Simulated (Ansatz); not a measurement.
**ZnAu: what symmetry allows forces and stress to be**

```
CELL_PARAMETERS angstrom
3.32263 0.00000 0.00000
0.00000 3.13381 0.00000
0.00000 0.00000 3.13381
ATOMIC_POSITIONS crystal
Zn 0.53178 0.50000 0.50000
Au 0.96822 0.00000 0.00000
```

Theory: DFT PBE, scalar-relativistic, plane waves, PAW (Ansatz 0.2.0).

Settings: cutoff 420 eV, Γ-centred mesh 12×12×12 on the computed 2-atom cell, Gaussian smearing of 0.10 eV; no spin polarisation.

This distorted cell has space group P4mm, with 8 operations.

Question: Without a calculation: in which directions can each atom feel a force?

Answer: A force must be left unchanged by every operation that keeps its atom in place, so it lies in the space that those operations leave fixed. Atoms that the group maps onto each other feel forces of one size.
| atom | site symmetry | operations at the site | equivalent to atom | allowed force (Cartesian) |
| --- | --- | --- | --- | --- |
| Zn1 | 4mm | 8 | 1 | along (1.00, 0.00, 0.00) |
| Au2 | 4mm | 8 | 2 | along (1.00, 0.00, 0.00) |

That leaves 2 independent force components of 6, tied by 1 condition that the forces sum to zero, so 1 remains. A relaxation in this cell that keeps the symmetry moves the atoms in these directions alone.

Question: And the stress tensor?

Answer: It must be invariant under the point group, which leaves 2 independent components: yz, xz, xy vanish; yy = zz.

Question: Do the computed values obey this?

Answer: Yes. Forces (eV/Å):
```
Zn1 -0.662  0.000  0.000
Au2  0.662  0.000  0.000
```

Stress (GPa, compression positive, xx yy zz yz xz xy): -0.75 2.19 2.19 0.00 0.00 0.00. The program imposes the same operations on density, forces and stress, so this confirms the analysis and is no independent test of the calculation.

Spin–orbit coupling is left out, which can shift energies with elements as heavy as these.